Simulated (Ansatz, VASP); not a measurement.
# SiC: VASP beside Ansatz

Contents of INCAR:

```
PREC = Accurate
ENCUT = 520
EDIFF = 1E-6
ISMEAR = -1
SIGMA = 0.02
LREAL = False
LASPH = True
NELM = 60
ALGO = Normal
ISIF = 2
LWAVE = False
LCHARG = True
GGA = PE
LELF = True
LVHAR = True
NBANDS = 16
```

File KPOINTS:

```
Automatic mesh
0
Gamma
  12 12 6
```

File POSCAR:

```
SiC
1.0
    3.0753562392      0.0000000000      0.0000000000
   -1.5376781196      2.6633366288      0.0000000000
    0.0000000000      0.0000000000      4.8966648483
Si C
2 2
Direct
    0.3333333333      0.6666666667     -0.0022097683
    0.6666666667      0.3333333333      0.4977902317
    0.3333333333      0.6666666667      0.3772097683
    0.6666666667      0.3333333333      0.8772097683
```

Input for Ansatz:

```yaml
crystal:
  lattice:
    - [3.0753562392, 0.0, 0.0]
    - [-1.5376781196, 2.6633366288, 0.0]
    - [0.0, 0.0, 4.8966648483]
  atoms:
    - { symbol: Si, position: [0.3333333333, 0.6666666667, -0.0022097683] }
    - { symbol: Si, position: [0.6666666667, 0.3333333333, 0.4977902317] }
    - { symbol: C, position: [0.3333333333, 0.6666666667, 0.3772097683] }
    - { symbol: C, position: [0.6666666667, 0.3333333333, 0.8772097683] }
kpoints:
  mp_grid: { grid: [12, 12, 6] }
  band_path:
    path:
      - [0.0, 0.0, 0.0]
      - [0.5, 0.0, 0.0]
      - [0.3333333333, 0.3333333333, 0.0]
      - [0.0, 0.0, 0.5]
      - [0.5, 0.0, 0.5]
      - [0.3333333333, 0.3333333333, 0.5]
    npoints: 1
hamiltonian:
  xc: pbe
scf:
  occupations: { method: fermi_dirac, width: 0.02 }
  n_extra_bands: 5
output:
  forces: true
  stress: true
  eigenvalues: true
```

Change from the starting cell: uniaxial_z strain -3.0%.

Alike in both runs: task single point; functional PBE; k mesh 12 × 12 × 6; occupations fermi-dirac, width 0.02 eV; no spin polarisation.

```csv
,VASP,Ansatz
version,VASP 6.6.1,Ansatz 0.2.0
potentials or method,"VASP PAW PBE potentials, release 64 (Si, C)","plane waves, PAW"
plane-wave cutoff (eV),520,420
valence electrons in the cell,16,16
```

VASP gave:

| Quantity | Value |
| --- | --- |
| gap on the k mesh at the Fermi level (eV) | 2.27 |
| pressure (GPa) | 10.7 |
| largest component of the traceless stress (GPa) | 10.34 |
| rms of the force components (eV/Å) | 0.020 |

Problem. What did Ansatz give for the same quantities?

Solution. gap on the k mesh at the Fermi level (eV): 2.28; pressure (GPa): 10.8; largest component of the traceless stress (GPa): 10.28; rms of the force components (eV/Å): 0.021.

Atom by atom the forces differ by 0.001 eV/Å (rms over components).

A k mesh can miss the band edges.
